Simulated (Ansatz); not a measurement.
Free-standing chains of the atoms of Zr, named by their start (strip: triangular double chain, ladder: square double chain); atoms and period are relaxed, and energies count from relaxed bulk Zr (P6_3/mmc, 23.39 Å³/atom, gap on the mesh 0.00 eV).

All numbers below come from DFT PBE, scalar-relativistic, plane waves, PAW (Ansatz 0.2.0).

Settings: cutoff 420 eV, Γ-centred mesh 1×1×13 on the computed 2-atom cell, Gaussian smearing of 0.05 eV; collinear spin from starting moments 1.5 1.5 μB.

Start (zigzag chain):

```yaml
crystal:
  lattice:
    - [10.30000, 0.00000, 0.00000]
    - [0.00000, 9.30000, 0.00000]
    - [0.00000, 0.00000, 5.16462]
  atoms:
    - { symbol: Zr, position: [0.43732, 0.50000, 0.00000] }
    - { symbol: Zr, position: [0.56268, 0.50000, 0.50000] }
```

What does the relaxation give?

The free energy falls by 554 meV/atom.

| Item | Value |
| --- | --- |
| excess energy (eV per host atom) | 3.408 |
| period (Å) | 4.232 |
| gap on the mesh (eV) | 0 |
| size of the moment (μB per cell) | 0.62 |

Relaxed structure:
```xyz
2
Lattice="10.3000 0.0000 0.0000 0.0000 9.3000 0.0000 0.0000 0.0000 4.2317" Properties=species:S:1:pos:R:3 pbc="T T T"
Zr    4.5530    4.6500    0.0000
Zr    5.7470    4.6500    2.1158
```

Each run keeps its start's symmetry and one magnetic start, so lower states can exist.

It took 68 s on 2 threads of Arm Neoverse V1 (shared host), peak memory 0.7 GiB.